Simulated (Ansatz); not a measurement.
## ZnS: energy against volume and a worked fit

Symmetry: F-43m, No. 216, cubic system. The conventional cell has a = 5.404 Å, b = 5.404 Å, c = 5.404 Å, α = 90.00°, β = 90.00°, γ = 90.00°. Zn (site symmetry -43m) is surrounded by 4 S at 2.34 Å. S (site symmetry -43m) is surrounded by 4 Zn at 2.34 Å.

The cell was scaled at fixed shape and fractions and run with Ansatz, Ansatz PAW, cutoff 420 eV; revPBE, k mesh 9 × 9 × 9 on the cell of 2 atoms, fermi-dirac occupations of 0.05 eV, no spin polarisation, no spin-orbit coupling. The potentials were made for PBE. Energies are those that the program minimises, any entropy of the smearing included.

```csv
V (Å³/atom),energy over the lowest row (meV/atom)
18.5432,55.17
18.9377,35.43
19.3322,20.51
19.7268,?
20.1213,3.22
20.5158,0.02
20.9104,0.00
```

Problem. Fit the third-order Birch-Murnaghan form, give V0, B0 and B′, and predict the energy left open.

Solution. With y = (V0/V)^(2/3), E = E0 + (9 V0 B0/16) [(y - 1)³ B′ + (y - 1)² (6 - 4y)]. Least squares through the rows shown give V0 = 20.7151 Å³/atom, E0 = -0.36 meV, B0 = 63.90 GPa (1 eV/Å³ = 160.218 GPa) and B′ = 4.45, with a largest miss of 0.01 meV. At V = 19.7268 the form with these constants gives 9.92 meV; the run gave 9.92 meV an atom. Measured volume: 19.8 Å³/atom (pmc:11595366, doi:10.3390/ma17225622), so the fit lies +4.6 % from it. Measured modulus: 76.9 GPa (arxiv:0911.5022), so the fit lies -16.9 % from it. The runs are for a static lattice.

The fit places the minimum between the two largest volumes, and its match to the omitted energy, 9.92 meV, confirms a smooth interpolation, not the accuracy of the functional. Relative to experiment, the lattice is too large and too soft, probably because revPBE exchange favours strongly inhomogeneous densities and so weakens the polar covalent Zn-S bonds. Zero-point and thermal motion would normally expand the lattice further, so their absence cannot explain the excess volume.

The two errors are closely linked. Compression stiffens the crystal as the short-range repulsion between closed shells rises and the bonds steepen. With B′ = 4.45, the fitted curve taken at the measured volume gives a modulus close to the measured one. This suggests that the softness mostly reflects the overestimated equilibrium volume rather than a separate failure to describe the bond stiffness. Because the volumes lie almost entirely on the compressed side, the curve says little about the response of ZnS to tension.
